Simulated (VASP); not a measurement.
# Ga2O3 (C2/m) in VASP: settings compared

The runs below take Ga2O3 through single point, relaxation of cell and atoms, with PBE, PBEsol+D4.

Program: VASP 6.6.1. These are calculated values, not measurements. Logs are shortened: lines on timing, memory, paths and dates and some standing lists are left out, and cuts for length are marked.

## (1) The structure

The structure is monoclinic, space group C2/m (No. 12). The conventional cell has a = 12.214 Å, b = 3.037 Å, c = 5.798 Å, α = 90.00°, β = 103.83°, γ = 90.00°. Ga (site symmetry m) is surrounded by 6 O at 1.94 to 2.07 Å. Around Ga (site symmetry m) lie 4 O at 1.83 to 1.86 Å. O (site symmetry m) has 3 Ga at 1.83 to 1.94 Å as nearest neighbours. O (site symmetry m) has 4 Ga at 1.86 to 2.07 Å as nearest neighbours. O (site symmetry m) has 3 Ga at 1.83 to 1.94 Å as nearest neighbours.

## (2) Single point, PBE

Input file INCAR:

```
  PREC = Accurate
  ENCUT = 520
  EDIFF = 1E-7
  ISMEAR = 0
  SIGMA = 0.011
  LREAL = False
  LASPH = True
  NELM = 60
  ALGO = Fast
  ISIF = 2
  LWAVE = False
  LCHARG = False
  GGA = PE
```

Input file KPOINTS:

```
regular mesh
0
Gamma
  9 9 5
```

Input file POSCAR:

```
Ga2O3
1.0
    6.1070000000     -1.5185500000      0.0000000000
    6.1070000000      1.5185500000      0.0000000000
   -1.3859888959      0.0000000000      5.6300087380
Ga O
4 6
Direct
    0.3413400000      0.3413400000      0.6859800000
    0.6586600000      0.6586600000      0.3140200000
    0.9095000000      0.9095000000      0.2054000000
    0.0905000000      0.0905000000      0.7946000000
    0.5041000000      0.5041000000      0.7434000000
    0.4959000000      0.4959000000      0.2566000000
    0.8267000000      0.8267000000      0.4368000000
    0.1733000000      0.1733000000      0.5632000000
    0.8355000000      0.8355000000      0.8902000000
    0.1645000000      0.1645000000      0.1098000000
```

Potentials or basis: VASP PAW PBE potentials, release 64 (Ga_d, O).

Started as:

```
cat potpaw_PBE.64/Ga_d/POTCAR potpaw_PBE.64/O/POTCAR > POTCAR
mpirun -np 1 vasp_std > vasp.out
```

OUTCAR:

```text
PREC = Accurate
   ENCUT = 520
   EDIFF = 1E-7
   ISMEAR = 0
   LREAL = False
   LASPH = True
   NELM = 60
   ISIF = 2
   GGA = PE

 ion  position               nearest neighbor table
   1  0.341  0.341  0.686-   5 1.94   9 1.94   9 1.94   8 2.01   7 2.07   7 2.07
   2  0.659  0.659  0.314-   6 1.94  10 1.94  10 1.94   7 2.01   8 2.07   8 2.07
   3  0.910  0.910  0.205-   6 1.83   6 1.83   9 1.83   7 1.86
   4  0.090  0.090  0.795-   5 1.83   5 1.83  10 1.83   8 1.86
   5  0.504  0.504  0.743-   4 1.83   4 1.83   1 1.94
   6  0.496  0.496  0.257-   3 1.83   3 1.83   2 1.94
   7  0.827  0.827  0.437-   3 1.86   2 2.01   1 2.07   1 2.07
   8  0.173  0.173  0.563-   4 1.86   1 2.01   2 2.07   2 2.07
   9  0.836  0.836  0.890-   3 1.83   1 1.94   1 1.94
  10  0.164  0.164  0.110-   4 1.83   2 1.94   2 1.94

  LATTYP: Found a base centered monoclinic cell.
 ALAT       =    12.2140000000
 B/A-ratio  =     0.2486572785
 C/A-ratio  =     0.4747093499
 COS(beta)  =    -0.2390419096

  Lattice vectors:

 A1 = (   6.1070000000,  -1.5185500000,   0.0000000000)
 A2 = (   6.1070000000,   1.5185500000,   0.0000000000)
 A3 = (  -1.3859888959,   0.0000000000,   5.6300087380)

Analysis of symmetry for initial positions (statically):
=====================================================================
 Subroutine PRICEL returns:
 Original cell was already a primitive cell.

 Routine SETGRP: Setting up the symmetry group for a
 base centered monoclinic supercell.

 Subroutine GETGRP returns: Found  4 space group operations
 (whereof  4 operations were pure point group operations)
 out of a pool of  4 trial point group operations.

The static configuration has the point symmetry C_2h.

Analysis of symmetry for dynamics (positions and initial velocities):
=====================================================================
 Subroutine PRICEL returns:
 Original cell was already a primitive cell.

 Routine SETGRP: Setting up the symmetry group for a
 base centered monoclinic supercell.

 Subroutine GETGRP returns: Found  4 space group operations
 (whereof  4 operations were pure point group operations)
 out of a pool of  4 trial point group operations.

The dynamic configuration has the point symmetry C_2h.

 Subroutine INISYM returns: Found  4 space group operations
 (whereof  4 operations are pure point group operations),
[... 118 lines left out ...]
   ISIF   =      2    stress and relaxation
   ISYM   =      2    0-nonsym 1-usesym 2-fastsym
   POTIM  = 0.5000    time-step for ionic-motion
   TEBEG  =    0.0;   TEEND  =   0.0 temperature during run
   PSTRESS=    0.0 pullay stress
   NELECT =      88.0000    total number of electrons
   NUPDOWN=      -1.0000    fix difference up-down
   EMIN   =  10.00;   EMAX   =-10.00  energy-range for DOS
   EFERMI =   0.00;   METHOD = LEGACY
   ISMEAR =     0;   SIGMA  =   0.01  broadening in eV -4-tet -1-fermi 0-gaus
   EFERMI_NEDOS =   21; number of points for ismear=-14 and -15
   IALGO  =     68    algorithm
   IMIX   =      4    mixing-type and parameters
     AMIX     =   0.40;   BMIX     =  1.00
     AMIX_MAG =   1.60;   BMIX_MAG =  1.00
  volume/ion in A,a.u.               =      10.44        70.47
  Fermi-wavevector in a.u.,A,eV,Ry     =   1.546335  2.922150 32.533613  2.391153
  Thomas-Fermi vector in A             =   2.651586
   LORBIT       =      0    0 simple, 1 ext, 2 COOP (PROOUT), +10 PAW based schemes
   GGA     = PE    functional components
   LHFCALC =     F    Hartree Fock is set to
   AEXX    =    0.0000 exact exchange contribution
   IVDW    =     0    specifies the selected vdW correction
   LEPSILON=     F    determine dielectric tensor
   LRPA    =     F    only Hartree local field effects (RPA)
 non-spin polarized calculation
 RMM-DIIS sequential band-by-band and
 Gauss-broadening in eV      SIGMA  =   0.01
  energy-cutoff  :      520.00
  volume of cell :      104.42
 maximum number of plane-waves:      2841
   NGX = 23   NGY = 23   NGZ = 21

 number of electron      88.0000020 magnetization

 Free energy of the ion-electron system (eV)
  ---------------------------------------------------
  ext. energy  EPLUGINS =         0.00000000
  ---------------------------------------------------
  free energy    TOTEN  =       -59.50437739 eV

  energy without entropy =      -59.50437739  energy(sigma->0) =      -59.50437739

 E-fermi :   3.9535     XC(G=0): -11.6435

 val. band max:        3.8970890890   @ k =  -0.4444   0.4444   0.4000
 cond. band min:       6.3200529731   @ k =   0.0000   0.0000   0.0000
 fundamental gap:      2.4229638841
 Fermi energy:         3.9534554385

 k-point     1 :       0.0000    0.0000    0.0000
  band No.  band energies     occupation
      1     -15.0581      2.00000
      2     -13.8907      2.00000
      3     -13.8566      2.00000
      4     -13.7346      2.00000
      5     -13.2620      2.00000
      6     -13.2472      2.00000
[... 1309 lines left out ...]
     51      13.1603      0.00000
     52      13.5274      0.00000

 [... further k-points ...]

------------------------ aborting loop because EDIFF is reached ----------------------------------------

  FORCE on cell =-STRESS in cart. coord.  units (eV):
  Direction    XX          YY          ZZ          XY          YZ          ZX
  --------------------------------------------------------------------------------------
  -------------------------------------------------------------------------------------
  Total        6.4818922      7.1504826      6.3044488      0.0000000      0.0000000      0.1114686
  in kB       99.4526373    109.7109201     96.7300973      0.0000000      0.0000000      1.7102792
  external PRESSURE =     101.9645516 kB  Pullay stress =       0.0000000 kB

 VOLUME and BASIS-vectors are now :
 -----------------------------------------------------------------------------
  energy-cutoff  :      520.00
  volume of cell :      104.42
      direct lattice vectors                 reciprocal lattice vectors
     6.107000000 -1.518550000  0.000000000     0.081873260 -0.329261467  0.020155462
     6.107000000  1.518550000  0.000000000     0.081873260  0.329261467  0.020155462
    -1.385988896  0.000000000  5.630008738     0.000000000  0.000000000  0.177619618

 POSITION                                       TOTAL-FORCE (eV/Angst)
 -----------------------------------------------------------------------------------
      3.21837      0.00000      3.86207         0.032620      0.000000     -0.058853
      7.60965      0.00000      1.76794        -0.032620      0.000000      0.058853
     10.82395      0.00000      1.15640        -0.108981      0.000000     -0.068903
      0.00406      0.00000      4.47360         0.108981      0.000000      0.068903
      5.12673      0.00000      4.18535        -0.164314      0.000000     -0.056663
      5.70128      0.00000      1.44466         0.164314      0.000000      0.056663
      9.49191      0.00000      2.45919         0.032418      0.000000      0.048573
      1.33610      0.00000      3.17082        -0.032418      0.000000     -0.048573
      8.97099      0.00000      5.01183        -0.223461      0.000000      0.099619
      1.85702      0.00000      0.61817         0.223461      0.000000     -0.099619
 -----------------------------------------------------------------------------------
    total drift:                                0.000000      0.000000      0.000000

  FREE ENERGIE OF THE ION-ELECTRON SYSTEM (eV)
  ---------------------------------------------------
  free  energy   TOTEN  =       -59.5043773912 eV

  energy  without entropy=      -59.5043773912  energy(sigma->0) =      -59.50437739
```

OSZICAR:

```text
N       E                     dE             d eps       ncg     rms          rms(c)
DAV:   1     0.121471768648E+04    0.12147E+04   -0.40901E+04 13776   0.312E+03
DAV:   2     0.197677940550E+03   -0.10170E+04   -0.97478E+03 12544   0.816E+02
DAV:   3    -0.481513277792E+02   -0.24583E+03   -0.23972E+03 13960   0.266E+02
[... 12 lines left out ...]
RMM:  16    -0.595043754699E+02   -0.33414E-05   -0.45630E-05 18878   0.229E-02    0.286E-03
RMM:  17    -0.595043768347E+02   -0.13648E-05   -0.13840E-05 15810   0.127E-02    0.328E-03
RMM:  18    -0.595043771692E+02   -0.33452E-06   -0.47498E-06 14717   0.772E-03    0.206E-04
RMM:  19    -0.595043773489E+02   -0.17963E-06   -0.13335E-06 13346   0.446E-03    0.204E-04
RMM:  20    -0.595043773912E+02   -0.42366E-07   -0.55655E-07 11830   0.278E-03
   1 F= -.59504377E+02 E0= -.59504377E+02  d E =-.242052E-15
```

Run time: 21 min. Hardware: 1 thread of AMD EPYC 9R14 (Zen 4), shared host; peak memory 0.59 GiB.

Results:

| Property | Result |
| --- | --- |
| Free energy | -59.5044 eV |
| Pressure | 10.2 GPa |
| Largest force | 0.245 eV/Å |
| Band gap on the k mesh | 2.42 eV, indirect (least direct gap 2.44 eV) |

Forces on the atoms (eV/Å):
```
Ga   0.033  0.000 -0.059
Ga  -0.033  0.000  0.059
Ga  -0.109  0.000 -0.069
Ga   0.109  0.000  0.069
O   -0.164  0.000 -0.057
O    0.164  0.000  0.057
O    0.032  0.000  0.049
O   -0.032  0.000 -0.049
O   -0.223  0.000  0.100
O    0.223  0.000 -0.100
```

Caveat: an odd mesh through Γ misses points on the zone boundary, where band edges often lie.

[end of part 1 of 2]
